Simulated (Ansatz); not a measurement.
# SiO2: the cost of one run

Program: Ansatz 0.2.0. Level of theory: DFT, PBE, plane-wave PAW, default files, scalar-relativistic, as far as a step names no other. These are calculated values, not measurements.

1 further run of the same task is left out (it didn't finish).

### 1 Starting point

The structure is orthorhombic, space group Pmma (No. 51). The conventional cell has a = 13.819 Å, b = 6.911 Å, c = 6.419 Å, α = 90.00°, β = 90.00°, γ = 90.00°. Si (site symmetry m) has 4 O at 1.59 to 1.62 Å as nearest neighbours. Around Si (site symmetry mm2) lie 4 O at 1.61 Å. Around O (site symmetry 2/m) lie 2 Si at 1.59 Å. Around O (site symmetry 1) lie 2 Si at 1.62 Å. Around O (site symmetry m) lie 2 Si at 1.61 Å. Around O (site symmetry mm2) lie 2 Si at 1.59 Å.

Structure file:

```
Si O
1.0
    13.81935    0.00000    0.00000
     0.00000    6.91058    0.00000
     0.00000    0.00000    6.41900
Si O
10 20
Cartesian
  1.5919 0.0000 3.2139
  8.5016 0.0000 3.2051
  12.2274 0.0000 3.2051
  5.3178 0.0000 3.2139
  3.4548 1.8635 1.6832
  10.3645 5.0471 4.7358
  10.3645 1.8635 4.7358
  3.4548 5.0471 1.6832
  3.4548 0.0000 5.6582
  10.3645 0.0000 0.7608
  0.0000 0.0000 3.2095
  6.9097 0.0000 3.2095
  2.1337 1.3224 2.4497
  9.0434 5.5882 3.9693
  11.6856 1.3224 3.9693
  4.7760 5.5882 2.4497
  11.6856 5.5882 3.9693
  4.7760 1.3224 2.4497
  2.1337 5.5882 2.4497
  9.0434 1.3224 3.9693
  2.1289 0.0000 4.7364
  9.0386 0.0000 1.6826
  11.6904 0.0000 1.6826
  4.7807 0.0000 4.7364
  3.4548 3.4553 1.6773
  10.3645 3.4553 4.7417
  3.4548 1.3248 0.1616
  10.3645 5.5858 6.2574
  10.3645 1.3248 6.2574
  3.4548 5.5858 0.1616
```

### 2 Single point at the given positions

The input, input.yaml:

```yaml
crystal:
  lattice:
    - [13.81934545, 0.0, 0.0]
    - [0.0, 6.91058365, 0.0]
    - [0.0, 0.0, 6.41899888]
  atoms:
    - { symbol: Si, position: [0.1151935, 0.0, 0.50068368] }
    - { symbol: Si, position: [0.6151935, 0.0, 0.49931632] }
    - { symbol: Si, position: [0.8848065, 0.0, 0.49931632] }
    - { symbol: Si, position: [0.3848065, 0.0, 0.50068368] }
    - { symbol: Si, position: [0.25, 0.2696551, 0.26221558] }
    - { symbol: Si, position: [0.75, 0.7303449, 0.73778442] }
    - { symbol: Si, position: [0.75, 0.2696551, 0.73778442] }
    - { symbol: Si, position: [0.25, 0.7303449, 0.26221558] }
    - { symbol: Si, position: [0.25, 0.0, 0.88147638] }
    - { symbol: Si, position: [0.75, 0.0, 0.11852362] }
    - { symbol: O, position: [0.0, 0.0, 0.5] }
    - { symbol: O, position: [0.5, 0.0, 0.5] }
    - { symbol: O, position: [0.15440075, 0.19136097, 0.38162636] }
    - { symbol: O, position: [0.65440075, 0.80863903, 0.61837364] }
    - { symbol: O, position: [0.84559925, 0.19136097, 0.61837364] }
    - { symbol: O, position: [0.34559925, 0.80863903, 0.38162636] }
    - { symbol: O, position: [0.84559925, 0.80863903, 0.61837364] }
    - { symbol: O, position: [0.34559925, 0.19136097, 0.38162636] }
    - { symbol: O, position: [0.15440075, 0.80863903, 0.38162636] }
    - { symbol: O, position: [0.65440075, 0.19136097, 0.61837364] }
    - { symbol: O, position: [0.15405512, 0.0, 0.73786464] }
    - { symbol: O, position: [0.65405512, 0.0, 0.26213536] }
    - { symbol: O, position: [0.84594488, 0.0, 0.26213536] }
    - { symbol: O, position: [0.34594488, 0.0, 0.73786464] }
    - { symbol: O, position: [0.25, 0.5, 0.26130484] }
    - { symbol: O, position: [0.75, 0.5, 0.73869516] }
    - { symbol: O, position: [0.25, 0.19169938, 0.02517467] }
    - { symbol: O, position: [0.75, 0.80830062, 0.97482533] }
    - { symbol: O, position: [0.75, 0.19169938, 0.97482533] }
    - { symbol: O, position: [0.25, 0.80830062, 0.02517467] }
kpoints:
  mp_grid: { grid: [2, 3, 3] }
scf:
  occupations: { method: fermi_dirac, width: 0.02 }
hamiltonian:
  xc: pbe
  pseudopotentials: { kind: paw }
output:
  forces: true
  stress: true
  populations: true
  efg: { quadrupole_moments_barn: { O: -0.02558 }, contact_densities: true }
```

Command:

```bash
> ansatz run input.yaml --threads 1 --pin off --max-ram 2560MiB --backend cpu --events-out ev --progress --plain --runs-dir out
```

**Question.** How long does this run take on 1 thread of an x86-64 CPU, shared host, and how much memory does it need?

About 30 s, with a peak of 1 GiB.
